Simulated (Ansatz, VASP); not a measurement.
## Two plane-wave programs on SiC (Moissanite 3C)

The input INCAR:

```
PREC = Accurate ; ENCUT = 520
EDIFF = 1E-6 ; ISMEAR = 0
SIGMA = 0.05 ; LREAL = False
LASPH = True ; NELM = 80
ALGO = Normal ; ISIF = 2
LWAVE = False ; LCHARG = False
GGA = PS ; NBANDS = 11
```

The input KPOINTS:

```
Automatic mesh
0
Gamma
  18 18 18
```

POSCAR

```
SiC
1.0
    0.0000000000      1.9156156178      1.9156156178
    1.9156156178      0.0000000000      1.9156156178
    1.9156156178      1.9156156178      0.0000000000
Si C
1 1
Direct
    0.0000000000      0.0000000000      0.0000000000
    0.2500000000      0.2500000000      0.2500000000
```

Input for Ansatz:

```yaml
crystal:
  lattice:
    - [0.0, 1.9156156178, 1.9156156178]
    - [1.9156156178, 0.0, 1.9156156178]
    - [1.9156156178, 1.9156156178, 0.0]
  atoms:
    - { symbol: Si, position: [0.0, 0.0, 0.0] }
    - { symbol: C, position: [0.25, 0.25, 0.25] }
basis:
  ecutwfc: 420
  ecutrho_ratio: 4
kpoints:
  mp_grid: { grid: [18, 18, 18] }
hamiltonian:
  xc: pbesol
scf:
  occupations: { method: gaussian, width: 0.05 }
output:
  forces: true
  stress: true
  eigenvalues: true
```

Alike in both runs: task single point; functional PBEsol; k mesh 18 × 18 × 18; occupations gaussian, width 0.05 eV; no spin polarisation.

|  | VASP | Ansatz |
| --- | --- | --- |
| version | VASP 6.6.1 | Ansatz 0.2.0 |
| potentials or method | VASP PAW PBE potentials, release 64 (Si, C) | scalar-relativistic, plane waves, PAW |
| plane-wave cutoff (eV) | 520 | 420 |
| valence electrons in the cell | 8 | 8 |

```csv
,VASP,Ansatz,Ansatz less VASP
gap on the k mesh at the Fermi level (eV),0.79,0.80,+0.014
least direct gap on the mesh (eV),4.71,4.74,+0.028
```

 A k mesh can miss the band edges. Expect the measured gap to be larger: semilocal functionals such as PBEsol lack the derivative discontinuity.
